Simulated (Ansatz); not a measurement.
# Au (dhcp type): how the settings move a single-point run

Aim: see which settings change the result for Au (dhcp type), by how much, and at what cost.

Program: Ansatz 0.2.0. Level of theory: reference: DFT, PBE, PAW with Ansatz's default frozen-core files, scalar-relativistic. These are calculated values, not measurements.

## Step 1: Starting point

Symmetry: P6_3/mmc, No. 194, hexagonal system. Conventional cell: a = 2.606 Å, b = 2.606 Å, c = 8.568 Å, α = 90.00°, β = 90.00°, γ = 120.00°. Au (site symmetry -3m) is surrounded by 12 Au at 2.61 to 2.62 Å. Au (site symmetry -6m2) has 12 Au at 2.61 to 2.62 Å as nearest neighbours.

As a file:

```cif
data_structure
_symmetry_space_group_name_H-M 'P 1'
_symmetry_Int_Tables_number 1
_cell_length_a 2.6061
_cell_length_b 2.6061
_cell_length_c 8.5685
_cell_angle_alpha 90.000
_cell_angle_beta 90.000
_cell_angle_gamma 120.000
_cell_volume 50.40
loop_
_atom_site_label
_atom_site_type_symbol
_atom_site_fract_x
_atom_site_fract_y
_atom_site_fract_z
_atom_site_occupancy
Au1 Au 0.00000 0.00000 0.00000 1
Au2 Au 0.00000 0.00000 0.50000 1
Au3 Au 0.33333 0.66667 0.25000 1
Au4 Au 0.66667 0.33333 0.75000 1
```

## Step 2: Reference

input.yaml

```yaml
crystal:
  lattice:
    - [2.6060586927, 0.0, 0.0]
    - [-1.3030293463, 2.2569130316, 0.0]
    - [0.0, 0.0, 8.5684797818]
  atoms:
    - { symbol: Au, position: [0.0, 0.0, 0.0] }
    - { symbol: Au, position: [0.0, 0.0, 0.5] }
    - { symbol: Au, position: [0.3333333333, 0.6666666667, 0.25] }
    - { symbol: Au, position: [0.6666666667, 0.3333333333, 0.75] }
kpoints:
  mp_grid: { grid: [12, 12, 4] }
scf:
  occupations: { method: fermi_dirac, width: 0.1 }
hamiltonian:
  xc: pbe
  pseudopotentials: { kind: paw }
output:
  forces: true
  stress: true
  eigenvalues: true
  populations: true
  write_density: true
  write_potential: true
  elf: true
  volumetric_format: npy
```

On the command line:

```sh
$ ansatz run input.yaml --threads 1 --pin off --max-ram 3072MiB --backend cpu --events-out ev --progress --plain --runs-dir out
```

## Step 3: Variant: xc rpbe, ecutwfc 51.4 Ry

Edit input.yaml of step 2 so:

```diff
@@ -15,3 +15,3 @@
 hamiltonian:
-  xc: pbe
+  xc: rpbe
   pseudopotentials: { kind: paw }
@@ -22,5 +22,3 @@
   populations: true
-  write_density: true
-  write_potential: true
-  elf: true
-  volumetric_format: npy
+basis:
+  ecutwfc: "51.4 Ry"
```

What does the calculation give? Wanted: for each run, ending; energy change; pressure; gap; force.

**Answer**, as computed:

| run | ending | energy change | pressure (GPa) | gap (eV) | force (eV/Å) | cycles | time |
| --- | --- | --- | --- | --- | --- | --- | --- |
| reference | converged | - | 137.2 | 0.00 | 0.00 | 6 | 7.9 s |
| 1: xc rpbe, ecutwfc 51.4 Ry | converged | not comparable | 142.6 | 0.00 | 0.00 | 6 | 13 s |

Times don't compare one to one where runs were asked for different outputs or read a saved state (see the inputs); cycles may leave out searches for a lower state.

Residual by cycle in the longest SCF loop of each run; runs are numbered as in the table. The quantity is the density residual dr2, in eV.

| cycle | reference | run 1 |
| --- | --- | --- |
| 1 | 0.0127 | 0.00403 |
| 2 | 0.00287 | 0.0011 |
| 3 | 6.7e-5 | 3.4e-5 |
| 4 | 2.6e-6 | 1.4e-6 |
| 5 | 1.5e-7 | 1.1e-7 |
| 6 | 8.5e-9 | 4.9e-9 |

After a change of functional the difference of the totals has no physical meaning; the pressure goes from 137.2 to 142.6 GPa. The cutoff changed too. The structure is not at rest: the sound run finds 137 GPa, so these are no properties of the relaxed crystal. 
